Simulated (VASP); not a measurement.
**Ni: relaxation of the atoms with LDA**

Sheet: Ni, a sheet with vacuum.

```
Ni
1.0
     2.25911    0.00000    0.00000
     0.00000    2.25911    0.00000
     0.00000    0.00000   23.80000
Ni
1
Direct
  0.50000 0.50000 0.29412
```

The cell was built by a generator and needn't be a form met in nature.

```json
{
  "Program": "VASP 6.6.1",
  "Task": "relaxation of the atoms",
  "Functional": "LDA",
  "Potentials or basis": "VASP PAW LDA potentials, release 64 (Ni)",
  "Cutoff": "520 eV",
  "k mesh": "9 × 9 × 1",
  "Occupations": "fermi-dirac, width 0.05 eV",
  "Spin": "collinear spin, ferromagnetic start",
  "Starting moments": "[1.0] μB",
  "Dipole correction": "yes",
  "Atoms held fixed (from 0)": "[0]",
  "Further INCAR settings": "ALGO = Normal; EDIFF = 1e-07; IBRION = 2; EDIFFG = -0.01; NSW = 60"
}
```

```yaml
Band_gap_on_the_k_mesh: none (metal or under the smearing width)
Net_moment: 0.82 μB per cell
Site_moments: Ni +0.82 μB
Valence_electrons_inside_the_program's_atomic_spheres: Ni 9.17
```

Final structure:
```
Ni
1.0
     2.25911    0.00000    0.00000
     0.00000    2.25911    0.00000
     0.00000    0.00000   23.80000
Ni
1
Cartesian
  1.1296 1.1296 7.0001
```

Levels at points of the mesh, in eV from the Fermi level:
Spin up:
```tsv
k point	band 4	band 5	band 6	band 7	band 8	band 9
(0.00, 0.00, 0.00)	-0.71	-0.71	-0.40	0.81	5.20	5.72
```
Spin down:
```tsv
k point	band 2	band 3	band 4	band 5	band 6	band 7
(0.00, 0.00, 0.00)	-3.21	-1.46	0.20	0.20	0.52	0.82
```

Wall time 38 s on 1 thread of Intel(R) Xeon(R) 6975P-C (Granite Rapids), with other jobs on the host, peak memory 0.21 GiB.

Caveat: the relaxation stopped at its first step, so nothing moved.
